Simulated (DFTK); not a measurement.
Runs of DFTK 0.8.2 on GaAs. It takes space group F-43m (No. 216, cubic). Conventional cell: a = 5.654 Å, b = 5.654 Å, c = 5.654 Å, α = 90.00°, β = 90.00°, γ = 90.00°. Around As (site symmetry -43m) lie 4 Ga at 2.45 Å. Ga (site symmetry -43m) is surrounded by 4 As at 2.45 Å. 

```tsv
task	level	potentials or basis	k mesh	cutoff (eV)	valence electrons	SCF tolerance on the density	SCF solver	symmetries used	mesh quality	gap on the mesh (eV)	pressure (GPa)	V0 of scaled cells (Å³/atom)	B0 (GPa)
band structure	LDA	cp2k.nc.sr.lda.v0_1.largecore.gth (LDA, GTH, large core)	8 × 8 × 8	735	As 5, Ga 3	1e-06	-	-	not flagged	(c)	-4.5	-	-
band structure	r2SCAN	SG15 1.2 (PBE)	5 × 5 × 5	1225	As 5, Ga 13	1e-06	-	-	not flagged	0.59	0.2	-	-
equation of state	LDA	dojo.nc.sr.lda.v0_4_1.stringent.upf (LDA)	5 × 5 × 5	1442	As 23, Ga 21	1e-06	-	-	coarse	-	-	22.00	(b)
equation of state	PBEsol	cp2k.nc.sr.pbe.v0_1.largecore.gth (PBE, GTH, large core)	8 × 8 × 8	735	As 5, Ga 3	1e-06	-	-	not flagged	-	-	23.36	62
equation of state	PBEsol	dojo.nc.sr.pbesol.v0_4_1.standard.upf (PBEsol)	8 × 8 × 8	1143	As 15, Ga 13	1e-06	-	-	not flagged	-	-	22.68	(a)
band structure	BJ06	SG15 1.2 (PBE)	5 × 5 × 5	1225	As 5, Ga 13	1e-06	ScfAndersonSolver	-	not flagged	0.30	-	-	-
single point	HSE06	SG15 1.2 (PBE)	2 × 2 × 2	1225	As 5, Ga 13	1e-05	-	no	coarse	1.60	-	-	-
band structure	PBEsol	SG15 1.2 (PBE)	8 × 8 × 8	1225	As 5, Ga 13	1e-06	-	-	not flagged	0.40	1.2	-	-
```

Alike in all rows: no spin polarisation; cell as given; smearing fermi-dirac 0.05 eV.

Question: Estimate the missing entries.

Answer: (a) 69; (b) 74; (c) 0.47.

Caveats: some runs use coarse meshes; the potentials were made for another functional, which shifts forces and pressure (some runs); GTH potentials come without recommended cutoffs, and this one wasn't checked for convergence (some runs); this set keeps more shells in the core, which shifts pressures and gaps (some runs); the program warned that the kinetic-energy density falls under its von Weizsäcker bound, which can give unphysical results (some runs); the program leaves the constant c of mgga_x_tb09 at 1, so the potential is Becke-Johnson's (BJ06) and not Tran and Blaha's, with levels but no total energy (some runs); this program's HSE differs a little from the usual definition (some runs).

A k mesh can miss the band edges, and the runs leave out spin-orbit coupling on As, Ga.
